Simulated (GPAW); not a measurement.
TiO2:

```
Ti O
1.0
     4.59984    0.00000    0.00000
     0.00000    4.59984    0.00000
     0.00000    0.00000    2.95921
Ti O
2 4
Direct
  0.00000 0.00000 0.50000
  0.50000 0.50000 0.00000
  0.30432 0.30432 0.50000
  0.19568 0.80432 0.00000
  0.80432 0.19568 0.00000
  0.69568 0.69568 0.50000
```

The cell is a database's computed one.

Base run:

- Program: GPAW 26.7.0
- Functional: PBEsol
- Potentials or basis: PAW data sets generated in the run's folder for this functional
- Cutoff: 800 eV
- Basis: pw
- k mesh: 4 × 4 × 7
- Occupations: fermi-dirac, width 0.05 eV
- Spin: no spin polarisation
- Hubbard terms: Ti d U = 6 eV

Its results: band gap on the k mesh 2.81 eV, indirect (least direct gap 2.86 eV); pressure 5.7 GPa; largest force 0.064 eV/Å.

Task: The run is repeated on the same cell with these changes: hubbard terms from Ti d U = 6 eV to none. What comes out?

Result: Band gap on the k mesh 1.84 eV, direct; pressure -1.4 GPa; largest force 0.030 eV/Å.

The U term pushes filled and empty states of the shell apart.
